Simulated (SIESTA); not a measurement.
## Ga under changes of volume

One of the cells (18.685 Å³/atom); the others are scaled copies at fixed shape and fractional positions:

```
Ga
1.0
     1.45000   -4.06500    0.00000
     1.45000    4.06500    0.00000
     0.00000    0.00000    3.17000
Ga
2
Direct
  0.13300 0.86700 0.75000
  0.86700 0.13300 0.25000
```

This isn't the form of Ga at room conditions, which is orthorhombic.

* Program: SIESTA 5.4.2
* Functional: PBEsol
* Potentials or basis: PseudoDojo 0.4 standard (PBEsol files)
* Basis: DZP (energy shift 0.003 Ry; two zetas on semicore shells)
* Grid cutoff: 800 Ry
* Energy shift: 0.003 Ry
* k mesh: 10 × 10 × 8
* Occupations: fermi-dirac, width 0.05 eV
* Spin: no spin polarisation

```tsv
volume (Å³/atom)	energy over the lowest point (meV/atom)	pressure (GPa)	largest force (eV/Å)
17.564	1.48	1.3	0.202
17.937	0.00	0.0	0.202
18.311	1.29	-1.1	0.180
18.685	5.26	-2.2	0.160
19.058	?	?	?
19.432	20.15	-4.0	0.155
19.806	30.31	-4.6	0.136
```

Question: What does the run at 19.058 Å³/atom give?

Answer: Energy over the lowest point 11.70 meV/atom; pressure -3.2 GPa; largest force 0.161 eV/Å.

Worked out: A Birch-Murnaghan fit of order 3 (a polynomial in V^(-2/3)) to the other rows has its minimum at 17.94 Å³/atom with B0 = V·E''(V) = 61 GPa and B' = 4.7 at fixed shape and positions, which overstates the stiffness. It gives 11.66 meV/atom at 19.058 Å³/atom, against the run's 11.70, and -dE/dV = -3.2 GPa, against -3.2.

Energies are extrapolated to zero smearing.

Caveats: the basis of atomic orbitals isn't converged, which shifts pressures, moduli and gaps.
